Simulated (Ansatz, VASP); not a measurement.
# Two plane-wave programs on Mg

File POSCAR:

```
Mg
1.0
    3.2093000000      0.0000000000      0.0000000000
   -1.6046500000      2.7793353284      0.0000000000
    0.0000000000      0.0000000000      5.2103000000
Mg
2
Direct
    0.6666666667      0.3333333333      0.7500000000
    0.3333333333      0.6666666667      0.2500000000
```

Contents of INCAR.step1:

```
SYSTEM = Mg
ALGO = Normal ; EDIFF = 1E-5
ENCUT = 600 ; GGA = PE
ISMEAR = -1 ; LASPH = .TRUE.
LCHARG = .FALSE. ; LREAL = .FALSE.
LWAVE = .TRUE. ; NELM = 100
PREC = Accurate ; SIGMA = 0.05
```

Contents of INCAR.step2:

```
SYSTEM = Mg
AEXX = 0.2 ; AGGAC = 0.81
AGGAX = 0.72 ; ALDAC = 0.19
ALGO = Normal ; EDIFF = 1E-6
EDIFFG = -0.01 ; ENCUT = 600
GGA = B3 ; HFRCUT = -1
IBRION = 2 ; ISIF = 3
ISMEAR = -1 ; ISTART = 1
LASPH = .TRUE. ; LCHARG = .FALSE.
LHFCALC = .TRUE. ; LREAL = .FALSE.
LWAVE = .FALSE. ; NELM = 100
NSW = 60 ; PREC = Accurate
PRECFOCK = Fast ; SIGMA = 0.05
```

File KPOINTS:

```
k-points
0
G
  5 5 3
  0 0 0
```

The input input.yaml:

```yaml
crystal:
  lattice:
    - [3.2093, 0.0, 0.0]
    - [-1.60465, 2.7793353284, 0.0]
    - [0.0, 0.0, 5.2103]
  atoms:
    - { symbol: Mg, position: [0.6666666667, 0.3333333333, 0.75] }
    - { symbol: Mg, position: [0.3333333333, 0.6666666667, 0.25] }
hamiltonian:
  xc: b3lyp
  pseudopotentials: { kind: paw }
kpoints:
  mp_grid: { grid: [5, 5, 3] }
scf:
  occupations: { method: fermi_dirac, width: 0.05 }
output:
  forces: true
  stress: true
relax:
  f_tol: 0.01
  max_steps: 40
  cell: { stress_tol: 0.05 }
```

Alike in both runs: task relaxation of cell and atoms; functional B3LYP; k mesh 5 × 5 × 3; occupations fermi-dirac, width 0.05 eV; no spin polarisation.

|  | VASP | Ansatz |
| --- | --- | --- |
| version | VASP 6.6.1 | Ansatz 0.2.0 |
| potentials or method | VASP PAW PBE potentials, release 64 (Mg) | Ansatz PAW |
| plane-wave cutoff (eV) | 600 | 420 |
| valence electrons in the cell | 4 | 20 |

Ansatz gave:

```
gap on the k mesh at the Fermi level, each at its own relaxed structure (eV) : none
relaxed volume (Å³/atom)                                                     : 23.04
relaxed cell length with the largest relative difference (Å)                 : 3.192
energy change over the relaxation (meV/atom)                                 : 0
```

Estimate VASP's values.

gap on the k mesh at the Fermi level, each at its own relaxed structure (eV): none; relaxed volume (Å³/atom): 22.80; relaxed cell length with the largest relative difference (Å): 3.181; energy change over the relaxation (meV/atom): -1.

A gap of «none» marks a metal or a gap that the smearing closes. The two sets of potentials don't hold the same shells in valence.

Caveats: the k mesh is coarse (spacing up to 0.45 Å⁻¹), so the values aren't converged, least of all with exact exchange; the PAW data sets were made with another functional, which shifts forces and pressure a little (VASP); the plane-wave basis is chosen anew once the cell has moved, so the energies of steps on either side of that aren't comparable (Ansatz); the PAW data sets come from PBE, with cores solved anew for the run's functional, which leaves a small shift of forces and pressure (Ansatz).
